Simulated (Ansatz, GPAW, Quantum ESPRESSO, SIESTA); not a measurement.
One calculation of Li, 5 ways

```
Li
1.0
    -1.75465    1.75465    1.75465
     1.75465   -1.75465    1.75465
     1.75465    1.75465   -1.75465
Li
1
Direct
  0.00000 0.00000 0.00000
```

Alike in all runs: task band structure; functional LDA; k mesh 11 × 11 × 11; occupations fermi-dirac, width 0.05 eV; no spin polarisation; no spin-orbit coupling. LDA stands for any of its common fits. Pressure is positive in compression and, in plane waves, holds the error of the finite cutoff.

| program and potentials | plane-wave cutoff (eV) | notes | pressure (GPa) |
| --- | --- | --- | --- |
| SIESTA, files PseudoDojo sr-lda-0.4.1-standard, DZP (energy shift 0.003 Ry; two zetas on semicore shells) | - | atomic basis; 3 valence electrons an atom on average | -1.45 |
| Ansatz, all-electron LAPW, scalar-relativistic | - | - | ? |
| GPAW, PAW data sets generated for this functional | 800 | 1 valence electrons an atom on average | -1.54 |
| Quantum ESPRESSO, PseudoDojo 0.4.1 SR LDA standard | 1007 | 3 valence electrons an atom on average | -1.58 |
| GPAW, the program's PAW data sets (release 1.2.1) made for this functional | 800 | 1 valence electrons an atom on average | -1.49 |

Task: Estimate from the other rows what the run with Ansatz, all-electron LAPW, scalar-relativistic gave.

Result: Pressure -1.56 GPa. The other rows, which needn't bracket it: pressure -1.58 to -1.45.
